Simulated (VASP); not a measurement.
Input of a VASP 6.6.1 run:

INCAR

```
SYSTEM = SrTiO3
ALGO = Normal
EDIFF = 1E-6
EDIFFG = -0.01
ENCUT = 600
GGA = PS
IBRION = 2
ISIF = 3
ISMEAR = 0
KPAR = 2
LASPH = .TRUE.
LCHARG = .FALSE.
LREAL = .FALSE.
LWAVE = .FALSE.
NELM = 80
NSW = 90
PREC = Accurate
SIGMA = 0.03
```

File KPOINTS:

```
k-points
0
G
  8 8 8
  0 0 0
```

File POSCAR:

```
SrTiO3
1.0
    3.9052800000      0.0000000000      0.0000000000
    0.0000000000      3.9052800000      0.0000000000
    0.0000000000      0.0000000000      3.9052800000
Sr Ti O
1 1 3
Direct
    0.5000000000      0.5000000000      0.5000000000
    0.0000000000      0.0000000000      0.0000000000
    0.5000000000      0.0000000000      0.0000000000
    0.0000000000      0.5000000000      0.0000000000
    0.0000000000      0.0000000000      0.5000000000
```

Potentials or basis: VASP PAW PBE potentials, release 64 (Sr_sv, Ti_sv, O).

The run is started by

```bash
$ cat potpaw_PBE.64/Sr_sv/POTCAR potpaw_PBE.64/Ti_sv/POTCAR potpaw_PBE.64/O/POTCAR > POTCAR
$ mpirun -np 2 vasp_std > vasp.out
```

(1) Estimate the relaxed volume.

(2) What does it give for the band gap on the k mesh?

(3) What does it give for the space group after relaxing (to 0.05 Å)?

## Answers

(1) 11.82 Å³/atom.

(2) 1.82 eV, indirect (least direct gap 2.17 eV).

(3) Pm-3m (No. 221).

Caveat: the PAW data sets were made with another functional, which shifts forces and pressure a little.
